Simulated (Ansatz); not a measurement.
CsPbI3 (cubic perovskite)

```yaml
crystal:
  lattice:
    - [6.33267, 0.00000, 0.00000]
    - [0.00000, 6.33267, 0.00000]
    - [0.00000, 0.00000, 6.33267]
  atoms:
    - { symbol: Cs, position: [0.00000, 0.00000, 0.00000] }
    - { symbol: Pb, position: [0.50000, 0.50000, 0.50000] }
    - { symbol: I, position: [0.00000, 0.50000, 0.50000] }
    - { symbol: I, position: [0.50000, 0.50000, 0.00000] }
    - { symbol: I, position: [0.50000, 0.00000, 0.50000] }
```

In each cell atom 4 (I, nearest neighbour Pb at 3.166 Å; its periodic images, 6.3 Å or more away, move with it) moves by s·(0.577, 0.577, 0.577) (along Cartesian [111]), the rest being held.

Computed with r2SCAN (plane waves to 500 eV, PAW, scalar-relativistic; Ansatz, a first-principles code). k mesh 4×4×4 (Γ-centred), Fermi-Dirac smearing 0.05 eV. E stands for the smeared free energy. On this mesh the relaxed cell isn't quite at rest: it carries a pressure of 0.1 GPa (compression positive) at the zero of the scan. CsPbI3 was relaxed with its symmetry unable to fall. Spin-orbit coupling is left out, though I and Pb are heavy. This is a high-temperature form of CsPbI3. ΔE is measured from the undisplaced structure.

```csv
s (Å),ΔE (meV/cell)
-0.320,40.2
-0.256,24.4
-0.192,13.1
-0.128,5.6
-0.064,1.4
0.000,0.0
0.064,1.4
0.128,5.6
0.192,13.1
0.256,24.4
0.320,40.2
```

Problem. What force constant k = d²E/ds² at s = 0 does the table give?

Solution. 0.7 eV/Å². It is the second difference of the nearest points, corrected with the next pair.

Problem. With k = 0.67 eV/Å² from the forces, is the well harmonic out to s = 0.320 Å?

Solution. ½ks² = 34.2 meV/cell against the computed 40.2 meV/cell, so the well is stiffer than harmonic there.

(For displaced atoms, the force is minus the slope of the energy, and its curvature is a force constant, which sets phonon frequencies.)
